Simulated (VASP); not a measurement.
Write the native input for VASP 6.6.1 that does the following.

| Quantity | Value |
| --- | --- |
| Task | single point |
| Functional | PBE |
| Potentials or basis | VASP PAW PBE potentials, release 64 (Se, Li_sv) |
| Cutoff | 520 eV |
| k mesh | 8 × 8 × 8 |
| Occupations | gaussian, width 0.027 eV |
| Spin | no spin polarisation |
| Further INCAR settings | ALGO = Fast; EDIFF = 1e-06; NBANDS = 13 |

The structure of Li2Se lies in POSCAR:

```
Li2Se
1.0
    0.0000000000      3.0025000000      3.0025000000
    3.0025000000      0.0000000000      3.0025000000
    3.0025000000      3.0025000000      0.0000000000
Se Li
1 2
Direct
    0.0000000000      0.0000000000      0.0000000000
    0.7500000000      0.7500000000      0.7500000000
    0.2500000000      0.2500000000      0.2500000000
```

One way to write it, as run:

INCAR

```
PREC = Accurate ; ENCUT = 520
EDIFF = 1E-6 ; ISMEAR = 0
SIGMA = 0.027000000000000003 ; LREAL = F
LASPH = T ; NELM = 60
ALGO = Fast ; ISIF = 2
LWAVE = F ; LCHARG = T
GGA = PE ; LELF = T
LVHAR = T ; NBANDS = 13
```

KPOINTS

```
Automatic mesh
0
Gamma
  8 8 8
```

Potentials or basis: VASP PAW PBE potentials, release 64 (Se, Li_sv).

Run with:

```bash
$ cat potpaw_PBE.64/Se/POTCAR potpaw_PBE.64/Li_sv/POTCAR > POTCAR
$ mpirun -np 1 vasp_std > vasp.out
```

It gave:

```yaml
Band_gap_on_the_k_mesh: 2.97 eV, indirect (least direct gap 3.39 eV)
```

Run time: 29 s on 1 thread of Intel(R) Xeon(R) Platinum 8259CL CPU @ 2.50GHz (Skylake/Cascade Lake) (shared host), peak memory 0.18 GiB.
